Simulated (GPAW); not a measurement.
WS2, a slab with vacuum:

```
W S
1.0
     3.18321    0.00000    0.00000
    -1.59160    2.75674    0.00000
     0.00000    0.00000   23.66876
W S
2 4
Direct
  0.66667 0.33333 0.36268
  0.33333 0.66667 0.63732
  0.66667 0.33333 0.70318
  0.33333 0.66667 0.42856
  0.66667 0.33333 0.57144
  0.33333 0.66667 0.29682
```

Base run:

| Property | Result |
| --- | --- |
| Program | GPAW 26.7.0 |
| Functional | LDA |
| Potentials or basis | the program's PAW data sets (release 1.2.1) made for this functional |
| Cutoff | 600 eV |
| Basis | pw |
| k mesh | 7 × 7 × 2 |
| Occupations | fermi-dirac, width 0.05 eV |
| Spin | no spin polarisation |

Its results: band gap on the k mesh 1.60 eV, indirect (least direct gap 2.39 eV); largest force 0.444 eV/Å.

Task: The run is repeated on the same cell with these changes: k mesh from 7 × 7 × 2 to 6 × 6 × 1; band points from 80 to 61. What comes out?

Result: Band gap on the k mesh 1.43 eV, indirect (least direct gap 1.75 eV); largest force 0.438 eV/Å.

Caveats: spin-orbit coupling is left out, which moves the levels of the heavy elements.

Not every run made on this cell is shown here.
